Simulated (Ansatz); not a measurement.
NaBr (rock salt)

```yaml
crystal:
  lattice:
    - [0.00000, 5.94759, 5.94759]
    - [2.97379, 2.97379, 5.94759]
    - [2.97379, 2.97379, 0.00000]
  atoms:
    - { symbol: Br, position: [0.00000, 0.00000, 0.00000] }
    - { symbol: Br, position: [0.50000, 0.00000, 0.00000] }
    - { symbol: Na, position: [0.00000, 0.50000, 0.50000] }
    - { symbol: Na, position: [0.50000, 0.50000, 0.50000] }
```

A phonon eigenvector at X = (0.5, 0.5, 0.0) is frozen into this cell: atom i moves by Q times the vector below, so Q is the largest atomic displacement, in Å. The cell is held. (q is in reciprocal vectors of the primitive cell; the cell shown is doubled to hold the pattern.)

```json
[
 {"atom": "Br1", "x": "0.000", "y": "0.000", "z": "-1.000"},
 {"atom": "Br2", "x": "0.000", "y": "0.000", "z": "1.000"},
 {"atom": "Na3", "x": "0.000", "y": "0.000", "z": "-0.832"},
 {"atom": "Na4", "x": "0.000", "y": "0.000", "z": "0.832"}
]
```

Level of theory: r2SCAN (plane waves to 500 eV, PAW, scalar-relativistic; Ansatz, a quantum-chemistry and plane-wave program). k mesh 10×10×10 (Γ-centred), Fermi-Dirac smearing 0.05 eV. The energy includes the smearing's −TS. NaBr was relaxed with its symmetry unable to fall. The zero of ΔE is the undisplaced structure.

| Q (Å) | ΔE (meV/cell) |
|---|---|
| -0.2800 | 250.8 |
| -0.2333 | withheld |
| -0.1867 | 108.3 |
| -0.1400 | 60.3 |
| -0.0933 | 26.6 |
| -0.0467 | 6.6 |
| 0.0000 | 0.0 |
| 0.0467 | 6.6 |
| 0.0933 | 26.6 |
| 0.1400 | 60.3 |
| 0.1867 | 108.3 |
| 0.2333 | withheld |
| 0.2800 | 250.8 |

Task: Fit an even polynomial form (powers 2, 4) to the given rows and predict ΔE at Q = 0.2333.

Result: Least squares on the 11 given rows: ΔE = (3034)·Q² + (2098)·Q⁴, in meV/cell with Q in Å; root-mean-square residual 0.03 meV/cell. At 0.2333 the fit gives 171.4 meV/cell; the calculation gives 171.5 meV/cell, so the interpolation is off by -0.1 (-0.1 %). The quadratic term alone would give 165.1 meV/cell.

(A displaced cell: forces are minus the slopes of the energy, force constants its curvatures, and phonons follow from these.)
